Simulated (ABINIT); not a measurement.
# Ti (Fm-3m) in ABINIT: settings compared

Aim: see how the results for Ti move with the level of theory and the settings. Levels: PBE, LDA, PBEsol. Tasks: single point.

Program: ABINIT 10.8.3 (patched build). These are calculated values, not measurements. Logs are shortened: lines on timing, memory, paths and dates and some standing lists are left out, and cuts for length are marked. The log counts tension as positive stress, the text compression.

### Step 1. The crystal as given

It takes space group Fm-3m (No. 225, cubic). The conventional cell has a = 4.060 Å, b = 4.060 Å, c = 4.060 Å, α = 90.00°, β = 90.00°, γ = 90.00°. Ti (site symmetry m-3m) is surrounded by 12 Ti at 2.87 Å.

This isn't the form of Ti at room conditions, which is hcp.

### Step 2. Single point, PBE

Input file run.abi:

```
# Pseudopotentials
pp_dirpath "./"
pseudos "Ti.GGA_PBE-JTH.xml"

# Structure
acell 2.8708535316 2.8708535316 2.8708535316 Angstrom
rprim
     0.0000000000     0.7071067812     0.7071067812
     0.7071067812     0.0000000000     0.7071067812
     0.7071067812     0.7071067812     0.0000000000
ntypat 1
znucl 22
natom 1
typat 1
xred
     0.0000000000     0.0000000000     0.0000000000

# Plane-wave basis
ecut 18.0
pawecutdg 36.0
pawxcdev 0

# k points
kptopt 1
ngkpt 11 11 11
nshiftk 1
shiftk 0.0 0.0 0.0

# Exchange and correlation
ixc 11

# Bands and occupations
nband 10
occopt 3
tsmear 0.00183747

# SCF cycle
nstep 100
tolvrs 1.0e-9

# Output
iomode 3
prtwf 0
prtden 0
prteig 0
prtebands 0
enunit 1
```

Potentials or basis: JTH PAW PBE v2.0.

Started as:

```bash
> abinit run.abi > log 2>&1
```

run.abo:

```text
.Version 10.8.3 of ABINIT
 Symmetries : space group Fm -3 m (#225); Bravais cF (face-center cubic)
================================================================================
 Values of the parameters that define the memory need of the present run
     intxc =       0    ionmov =       0      iscf =      17    lmnmax =      18
     lnmax =       6     mgfft =      24  mpssoang =       3    mqgrid =    3001
     natom =       1  nloc_mem =       2    nspden =       1   nspinor =       1
    nsppol =       1      nsym =      48    n1xccc =       1    ntypat =       1
    occopt =       3   xclevel =       2
       mpw =         428          nfft =       13824          nkpt =          56
 PAW method is used; the additional fine FFT grid is defined by:
   mgfftf=        30    nfftf =     27000
================================================================================
================================================================================

--------------------------------------------------------------------------------
------------- Echo of variables that govern the present computation ------------
--------------------------------------------------------------------------------
 -outvars: echo values of preprocessed input variables --------
            acell      5.4251269223E+00  5.4251269223E+00  5.4251269223E+00 Bohr
              amu      4.78800000E+01
             ecut      1.80000000E+01 Hartree
           enunit           1
                       outvar_i_n : Printing only first  50 k-points.
              ixc          11
                       outvar_i_n : Printing only first  50 k-points.
         kptrlatt       11    0    0      0   11    0      0    0   11
          kptrlen      5.96763961E+01
            natom           1
            nband          10
            ngfft          24      24      24
          ngfftdg          30      30      30
             nkpt          56
            nstep         100
             nsym          48
           ntypat           1
                       prtocc : prtvol=0, do not print more k-points.
           occopt           3
        pawecutdg      3.60000000E+01 Hartree
         pawxcdev           0
           prtden           0
        prtebands           0
           prteig           0
            prtwf           0
            rprim      0.0000000000E+00  7.0710678120E-01  7.0710678120E-01
                       7.0710678120E-01  0.0000000000E+00  7.0710678120E-01
                       7.0710678120E-01  7.0710678120E-01  0.0000000000E+00
          spgroup         225
           tolvrs      1.00000000E-09
           tsmear      1.83747000E-03 Hartree
            typat      1
           useylm           1
                       outvars : Printing only first  50 k-points.
            znucl       22.00000

================================================================================

 chkinp: Checking input parameters for consistency.

================================================================================
== DATASET  1 ==================================================================

--- !DatasetInfo
iteration_state: {dtset: 1, }
dimensions: {natom: 1, nkpt: 56, mband: 10, nsppol: 1, nspinor: 1, nspden: 1, mpw: 428, }
cutoff_energies: {ecut:  18.0, pawecutdg:  36.0, }
electrons: {nelect:   1.20000000E+01, charge:   0.00000000E+00, occopt:   3.00000000E+00, tsmear:   1.83747000E-03, }
meta: {optdriver: 0, ionmov: 0, optcell: 0, iscf: 17, paral_kgb: 0, }
...

 Exchange-correlation functional for the present dataset will be:
  GGA: Perdew-Burke-Ernzerhof functional - ixc=11
  J.P.Perdew, K.Burke, M.Ernzerhof, PRL 77, 3865 (1996)

 Real(R)+Recip(G) space primitive vectors, cartesian coordinates (Bohr,Bohr^-1):
 R(1)=  0.0000000  3.8361440  3.8361440  G(1)= -0.1303392  0.1303392  0.1303392
 R(2)=  3.8361440  0.0000000  3.8361440  G(2)=  0.1303392 -0.1303392  0.1303392
 R(3)=  3.8361440  3.8361440  0.0000000  G(3)=  0.1303392  0.1303392 -0.1303392
 Unit cell volume ucvol=  1.1290540E+02 bohr^3
 Angles (23,13,12)=  6.00000000E+01  6.00000000E+01  6.00000000E+01 degrees

 Coarse grid specifications (used for wave-functions):

 getcut: wavevector=  0.0000  0.0000  0.0000  ngfft=  24  24  24
         ecut(hartree)=     18.000   => boxcut(ratio)=   2.31633

 getcut : COMMENT -
  Note that boxcut > 2.2 ; recall that boxcut=Gcut(box)/Gcut(sphere) = 2
  is sufficient for exact treatment of convolution.
  Such a large boxcut is a waste : you could raise ecut
  e.g. ecut=   24.144179 Hartrees makes boxcut=2

 Fine grid specifications (used for densities):

 getcut: wavevector=  0.0000  0.0000  0.0000  ngfft=  30  30  30
         ecut(hartree)=     36.000   => boxcut(ratio)=   2.04964

--- Pseudopotential description ------------------------------------------------
- pspini: atom type   1  psp file is ./Ti.GGA_PBE-JTH.xml
 Pseudopotential format is: paw10
 basis_size (lnmax)=  6 (lmn_size= 18), orbitals=   0   0   1   1   2   2
 Spheres core radius: rc_sph= 2.30802695
 Shapefunction is BESSEL type: shapef(r,l)=aa(1,l)*jl(q(1,l)*r)+aa(2,l)*jl(q(2,l)*r)
 Radius for shape functions =  2.01037111
 Compensation charge density is not taken into account in XC energy/potential

   3.05946380E+02                                ecore*ucvol(ha*bohr**3)
--------------------------------------------------------------------------------

[... 7 lines left out ...]

     iter   Etot(hartree)      deltaE(h)  residm     nres2
 ETOT  1  -57.671510310302    -5.767E+01 7.778E+00 4.594E+00
 ETOT  2  -58.661032154625    -9.895E-01 1.751E-01 3.528E+00
 ETOT  3  -58.648080700747     1.295E-02 1.039E-02 1.912E-01
 ETOT  4  -58.647881257151     1.994E-04 5.582E-03 4.679E-03
 ETOT  5  -58.647938126014    -5.687E-05 2.447E-04 1.502E-04
 ETOT  6  -58.647938055578     7.044E-08 2.953E-04 4.292E-05
 ETOT  7  -58.647937933626     1.220E-07 2.042E-05 8.980E-07
 ETOT  8  -58.647937932758     8.672E-10 3.487E-05 1.643E-08
 ETOT  9  -58.647937932742     1.605E-11 3.811E-05 1.552E-10

 At SCF step    9       nres2   =  1.55E-10 < tolvrs=  1.00E-09 =>converged.

 Cartesian components of stress tensor (hartree/bohr^3)
  sigma(1 1)= -1.46465925E-04  sigma(3 2)=  0.00000000E+00
  sigma(2 2)= -1.46465925E-04  sigma(3 1)=  0.00000000E+00
  sigma(3 3)= -1.46465925E-04  sigma(2 1)=  0.00000000E+00

--- !ResultsGS
iteration_state: {dtset: 1, }
comment   : Summary of ground state results
lattice_vectors:
- [  0.0000000,   3.8361440,   3.8361440, ]
- [  3.8361440,   0.0000000,   3.8361440, ]
- [  3.8361440,   3.8361440,   0.0000000, ]
lattice_lengths: [   5.42513,    5.42513,    5.42513, ]
lattice_angles: [ 60.000,  60.000,  60.000, ] # degrees, (23, 13, 12)
lattice_volume:   1.1290540E+02
convergence: {deltae:  1.605E-11, res2:  1.552E-10, residm:  3.811E-05, diffor: null, }
etotal    :  -5.86479379E+01
entropy   :   0.00000000E+00
fermie    :   2.93242824E-01
cartesian_stress_tensor: # hartree/bohr^3
- [ -1.46465925E-04,   0.00000000E+00,   0.00000000E+00, ]
- [  0.00000000E+00,  -1.46465925E-04,   0.00000000E+00, ]
- [  0.00000000E+00,   0.00000000E+00,  -1.46465925E-04, ]
pressure_GPa:   4.3092E+00
xred      :
- [  0.0000E+00,   0.0000E+00,   0.0000E+00, Ti]
cartesian_forces: # hartree/bohr
- [ -0.00000000E+00,  -0.00000000E+00,  -0.00000000E+00, ]
force_length_stats: {min:   0.00000000E+00, max:   0.00000000E+00, mean:   0.00000000E+00, }
...

 Integrated electronic density in atomic spheres:
 ------------------------------------------------
 Atom  Sphere_radius  Integrated_density
    1        2.30803         10.19912489

================================================================================

 ----iterations are completed or convergence reached----

 Mean square residual over all n,k,spin=   77.243E-09; max=  38.108E-06
 reduced coordinates (array xred) for    1 atoms
       0.000000000000      0.000000000000      0.000000000000
 rms dE/dt=  0.0000E+00; max dE/dt=  0.0000E+00; dE/dt below (all hartree)
    1       0.000000000000      0.000000000000      0.000000000000

 cartesian coordinates (angstrom) at end:
    1      0.00000000000000     0.00000000000000     0.00000000000000

 cartesian forces (hartree/bohr) at end:
    1     -0.00000000000000    -0.00000000000000    -0.00000000000000
 frms,max,avg= 0.0000000E+00 0.0000000E+00   0.000E+00  0.000E+00  0.000E+00 h/b

 cartesian forces (eV/Angstrom) at end:
    1     -0.00000000000000    -0.00000000000000    -0.00000000000000
 frms,max,avg= 0.0000000E+00 0.0000000E+00   0.000E+00  0.000E+00  0.000E+00 e/A
 length scales=  5.425126922319  5.425126922319  5.425126922319 bohr
              =  2.870853531600  2.870853531600  2.870853531600 angstroms
 Fermi (or HOMO) energy (eV) =   7.97954   Average Vxc (eV)= -11.18885
 Eigenvalues (   eV  ) for nkpt=  56  k points:
 kpt#   1, nband= 10, wtk=  0.00075, kpt=  0.0000  0.0000  0.0000 (reduced coord)
 -48.61463  -24.44328  -24.44328  -24.44328    1.81516    8.88707    8.88707    8.88707
  10.61243   10.61243
 prteigrs : prtvol=0 or 1, do not print more k-points.

--- !EnergyTerms
iteration_state     : {dtset: 1, }
comment             : Components of total free energy in Hartree
kinetic             :  7.75545573713296E+00
hartree             :  1.12556117576828E+01
xc                  : -3.24108831039428E+00
Ewald energy        : -4.30262871087557E+01
psp_core            :  2.70975862394395E+00
local_psp           : -3.39152007675222E+01
PAW spherical_terms : -1.85786772858554E-01
internal            : -5.86475368407710E+01
'-kT*entropy'       : -4.07523074817294E-04
total_energy        : -5.86479443638459E+01
total_energy_eV     : -1.59589186661741E+03
...

--- !EnergyTermsDC
iteration_state     : {dtset: 1, }
comment             : '"Double-counting" decomposition of free energy'
band_energy         : -8.08706168059251E+00
Ewald energy        : -4.30262871087557E+01
psp_core            :  2.70975862394395E+00
xc_dc               : -1.08796077765507E+01
PAW spherical_terms :  6.35667532287322E-01
internal            : -5.86475304096676E+01
'-kT*entropy'       : -4.07523074817294E-04
total_energy_dc     : -5.86479379327424E+01
total_energy_dc_eV  : -1.59589169161817E+03
...

--- !EnergyTermsWithPAWCore
iteration_state     : {dtset: 1, }
comment             : 'Components of total free energy, including PAW core contributions'
Total energy        : -8.53807982321672E+02
Total energy DC     : -8.53807975890568E+02
Total energy (eV)   : -2.32332987868567E+04
Total energy DC (eV): -2.32332986118575E+04
...

 Cartesian components of stress tensor (hartree/bohr^3)
  sigma(1 1)= -1.46465925E-04  sigma(3 2)=  0.00000000E+00
  sigma(2 2)= -1.46465925E-04  sigma(3 1)=  0.00000000E+00
  sigma(3 3)= -1.46465925E-04  sigma(2 1)=  0.00000000E+00

-Cartesian components of stress tensor (GPa)         [Pressure=  4.3092E+00 GPa]
- sigma(1 1)= -4.30917630E+00  sigma(3 2)=  0.00000000E+00
- sigma(2 2)= -4.30917630E+00  sigma(3 1)=  0.00000000E+00
- sigma(3 3)= -4.30917630E+00  sigma(2 1)=  0.00000000E+00

== END DATASET(S) ==============================================================
================================================================================

 -outvars: echo values of variables after computation  --------
            acell      5.4251269223E+00  5.4251269223E+00  5.4251269223E+00 Bohr
           etotal     -5.8647937933E+01
            fcart     -0.0000000000E+00 -0.0000000000E+00 -0.0000000000E+00
            rprim      0.0000000000E+00  7.0710678120E-01  7.0710678120E-01
                       7.0710678120E-01  0.0000000000E+00  7.0710678120E-01
                       7.0710678120E-01  7.0710678120E-01  0.0000000000E+00
           strten     -1.4646592542E-04 -1.4646592542E-04 -1.4646592542E-04
                       0.0000000000E+00  0.0000000000E+00  0.0000000000E+00
 Calculation completed.
```

It took 8.2 s on 1 thread of Arm Neoverse V1, shared host; peak memory 0.09 GiB.

Results:

| Item | Value |
| --- | --- |
| Free energy | -1595.8917 eV |
| Pressure | 4.3 GPa |
| Band gap on the k mesh | none (metal or under the smearing width) |
| Valence electrons inside the program's atomic spheres | Ti 10.20 (radii [1.2214] Å) |

Levels at points of the mesh, in eV from the Fermi level:
```csv
k point,band 4,band 5,band 6,band 7,band 8,band 9
"(0.00, 0.00, 0.00)",-32.42,-6.16,0.91,0.91,0.91,2.63
```

(Part 1 of 2 ends here.)
